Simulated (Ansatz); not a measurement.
## In₅GaAs₆: rattling a relaxed structure

The structure comes from a generated guess, relaxed at this level; another structure or a mixture of phases may lie lower.

Computed with DFT PBE, scalar-relativistic, plane waves, PAW in Ansatz. Settings: cutoff 420 eV, Γ-centred mesh 12×12×2 on the computed 12-atom cell, Gaussian smearing of 0.10 eV; no spin polarisation.

The cell below (12 atoms, space group P3m1 (No. 156)) is relaxed within its symmetry.

```
CELL_PARAMETERS angstrom
4.32455 0.00000 0.00000
-2.16227 3.74517 0.00000
0.00000 0.00000 21.21296
ATOMIC_POSITIONS crystal
In 0.00000 0.00000 0.00010
In 0.33333 0.66667 0.83063
In 0.66667 0.33333 0.66117
In 0.33333 0.66667 0.33909
In 0.66667 0.33333 0.16956
Ga 0.00000 0.00000 0.50046
As 0.33333 0.66667 0.95664
As 0.66667 0.33333 0.78720
As 0.00000 0.00000 0.61793
As 0.33333 0.66667 0.46561
As 0.66667 0.33333 0.29552
As 0.00000 0.00000 0.12610
```

For the test it was strained at random (σ = 1.5 % a component), the atoms were moved at random (σ = 0.15 Å), and all was relaxed again on a coarse 6×6×1 mesh (in the run’s order of axes) with 0.20 eV smearing, with no symmetry imposed.

Q: Does it come back?

A: It returns, within 1 meV/atom of the unmoved cell on that mesh and with the same symmetry when read at 0.1 Å. So it is stable against the distortions that fit this cell and that this random move excites. Modes that don't fit the cell aren't tested.
